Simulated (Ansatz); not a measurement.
# Nudged elastic band run: Ca₈F₁₅, charge +2

Input:

```yaml
crystal:
  lattice:
    - [0.0, 5.463209, 5.463209]
    - [5.463209, 0.0, 5.463209]
    - [5.463209, 5.463209, 0.0]
  atoms:
    - { symbol: Ca, position: [-0.00107133, 0.0032618, -0.00300001] }
    - { symbol: F, position: [0.12454801, 0.12577074, 0.12243431], spin: 0.08 }
    - { symbol: F, position: [0.39311966, 0.35729412, 0.39092903], spin: 0.08 }
    - { symbol: Ca, position: [0.01656182, -0.00528312, 0.4925823] }
    - { symbol: F, position: [0.12468877, 0.12571013, 0.62349888], spin: 0.08 }
    - { symbol: F, position: [0.39298246, 0.3572931, 0.85513377], spin: 0.08 }
    - { symbol: Ca, position: [-0.00094698, 0.4993974, -0.00319438] }
    - { symbol: F, position: [0.12511512, 0.6251551, 0.12300882] }
    - { symbol: F, position: [0.37517065, 0.87525303, 0.37300659] }
    - { symbol: Ca, position: [-0.00068099, 0.49912963, 0.50103004] }
    - { symbol: F, position: [0.12464984, 0.6247322, 0.62345285], spin: 0.08 }
    - { symbol: F, position: [0.39304021, 0.89316987, 0.85509802], spin: 0.08 }
    - { symbol: Ca, position: [0.49467235, -0.005217, 0.01443566] }
    - { symbol: F, position: [0.62559319, 0.12571539, 0.12256841], spin: 0.08 }
    - { symbol: F, position: [0.8571657, 0.35727599, 0.3908798], spin: 0.08 }
    - { symbol: Ca, position: [0.49474887, -0.00521236, 0.49252271] }
    - { symbol: F, position: [0.87512745, 0.37519972, 0.87301077], spin: 0.05 }
    - { symbol: Ca, position: [0.5031765, 0.49905768, -0.00284517] }
    - { symbol: F, position: [0.62554788, 0.62474764, 0.12249614], spin: 0.08 }
    - { symbol: F, position: [0.85734879, 0.89311399, 0.39079113], spin: 0.08 }
    - { symbol: Ca, position: [0.49460493, 0.51665085, 0.49259121] }
    - { symbol: F, position: [0.62571014, 0.62467229, 0.6235697], spin: 0.08 }
    - { symbol: F, position: [0.85713925, 0.89318453, 0.85504453], spin: 0.08 }
magnetization:
  spin_polarized: true
total_charge: 2
basis:
  ecutwfc: 420.0
kpoints:
  mp_grid: { grid: [2, 2, 2] }
hamiltonian:
  xc: pbe
  pseudopotentials: { kind: paw, azcp: { folder: soft_1 } }
scf:
  occupations: { method: gaussian, width: 0.02 }
  lower_state_search: "off"
neb:
  images: 7
  f_tol: 0.03
  initial_path: idpp
  max_iterations: 19
  optimiser: lbfgs
  final_atoms:
    - { symbol: Ca, position: [-0.01649754, 0.0055023, 0.00549762] }
    - { symbol: F, position: [0.14263059, 0.10736929, 0.1073701] }
    - { symbol: F, position: [0.37439939, 0.37560051, 0.37560033] }
    - { symbol: Ca, position: [0.00107752, -0.00322748, 0.50107498] }
    - { symbol: F, position: [0.14263059, 0.10736929, 0.64263001] }
    - { symbol: F, position: [0.37439939, 0.37560051, 0.87439977] }
    - { symbol: Ca, position: [0.00107412, 0.50107412, -0.00322788] }
    - { symbol: F, position: [0.14263297, 0.64263297, 0.10736703] }
    - { symbol: F, position: [0.37439929, 0.87439929, 0.37560071] }
    - { symbol: Ca, position: [0.00107412, 0.50107412, 0.50107964] }
    - { symbol: F, position: [0.12500005, 0.62500005, 0.62499995] }
    - { symbol: F, position: [0.60736838, 1.10736838, 0.64263162] }
    - { symbol: Ca, position: [0.50549834, 0.00549834, 0.00550019] }
    - { symbol: F, position: [0.62499965, 0.12499965, 0.12500035] }
    - { symbol: F, position: [0.87500008, 0.37500008, 0.37499992] }
    - { symbol: Ca, position: [0.50549834, 0.00549834, 0.48350313] }
    - { symbol: F, position: [0.8756003, 0.3756003, 0.8743997] }
    - { symbol: Ca, position: [0.5055023, 0.48350246, 0.00549762] }
    - { symbol: F, position: [0.60736929, 0.64263059, 0.1073701] }
    - { symbol: F, position: [0.87560051, 0.87439939, 0.37560033] }
    - { symbol: Ca, position: [0.49677252, 0.50107752, 0.50107498] }
    - { symbol: F, position: [0.60736929, 0.64263059, 0.64263001] }
    - { symbol: F, position: [0.87560051, 0.87439939, 0.87439977] }
  order_check: false
```

Run as:

```bash
$ ansatz run input.yaml --threads 4 --pin off --max-ram 10240MiB --backend cpu --events-out ev --progress --plain --runs-dir out
```

Output, in part (warnings, iteration lines):

```
NEB end point (image 0): max|allowed force component| = 5.274e-3 eV/Å (the criterion of neb.relax_end_points is 1.000e-2)
NEB end point (image 8): max|allowed force component| = 1.826e-2 eV/Å (the criterion of neb.relax_end_points is 1.000e-2)
NEB iter   1: max|band force component| = 6.860e-1 eV/Å  barrier→ = 0.4547 eV  barrier← = 0.4545 eV  Δτ_max = 0.0123 Å  (306 SCF iters)
NEB iter   2: max|band force component| = 4.891e-1 eV/Å  barrier→ = 0.4370 eV  barrier← = 0.4367 eV  CI = image 4  Δτ_max = 0.0084 Å  (127 SCF iters)
NEB iter   3: max|band force component| = 3.596e-1 eV/Å  barrier→ = 0.4271 eV  barrier← = 0.4269 eV  CI = image 4  Δτ_max = 0.0304 Å  (128 SCF iters)
NEB iter   4: max|band force component| = 1.203e-1 eV/Å  barrier→ = 0.4020 eV  barrier← = 0.4017 eV  CI = image 4  Δτ_max = 0.0124 Å  (150 SCF iters)
NEB iter   5: max|band force component| = 1.393e-1 eV/Å  barrier→ = 0.3965 eV  barrier← = 0.3963 eV  CI = image 4  Δτ_max = 0.0022 Å  (135 SCF iters)
NEB iter   6: max|band force component| = 1.043e-1 eV/Å  barrier→ = 0.3955 eV  barrier← = 0.3953 eV  CI = image 4  Δτ_max = 0.0139 Å  (97 SCF iters)
NEB iter   7: max|band force component| = 1.052e-1 eV/Å  barrier→ = 0.3910 eV  barrier← = 0.3908 eV  CI = image 4  Δτ_max = 0.0016 Å  (133 SCF iters)
NEB iter   8: max|band force component| = 8.200e-2 eV/Å  barrier→ = 0.3906 eV  barrier← = 0.3904 eV  CI = image 4  Δτ_max = 0.0105 Å  (85 SCF iters)
[... lines left out ...]
Error: NEB band did not converge after 19 iterations: max|band force component| = 3.98e-2 eV/Å (threshold 3.0e-2); raise `neb.max_iterations` in a new run, which can start from the last band evaluated (`neb.initial_path`, with `crystal.atoms` and `neb.final_atoms` set to its first and last images), …
```

The run ended unconverged. The band didn't meet its force threshold, so its energies are provisional: the largest band force was still 0.04 eV/Å, and over the last iterations the top stayed at 0.39 eV. Limits of this set-up: coarse k mesh, a small cell, in which the defect meets its images, a typed lattice constant that wasn't relaxed here, charged cell in a uniform background, uncorrected.

Final band (atoms are numbered from 1 in the order of the input):

| image | path coordinate (Å) | energy (eV) | Ca1–F12 (Å) | F12–Ca18 (Å) | Ca4–F12 (Å) |
| --- | --- | --- | --- | --- | --- |
| 0 | 0.00 | 0.00 | 2.49 | 2.49 | 4.44 |
| 1 | 0.31 | 0.06 | 2.61 | 2.70 | 4.20 |
| 2 | 0.62 | 0.20 | 2.80 | 2.94 | 3.95 |
| 3 | 0.93 | 0.33 | 3.04 | 3.19 | 3.70 |
| 4 | 1.23 | 0.39 | 3.30 | 3.44 | 3.44 |
| 5 | 1.54 | 0.33 | 3.57 | 3.70 | 3.19 |
| 6 | 1.85 | 0.20 | 3.86 | 3.95 | 2.94 |
| 7 | 2.16 | 0.06 | 4.16 | 4.21 | 2.70 |
| 8 | 2.47 | 0.00 | 4.45 | 4.45 | 2.49 |

The run took 38 min on 4 threads of Arm Neoverse V2, on a shared host, peak memory 3.8 GiB.
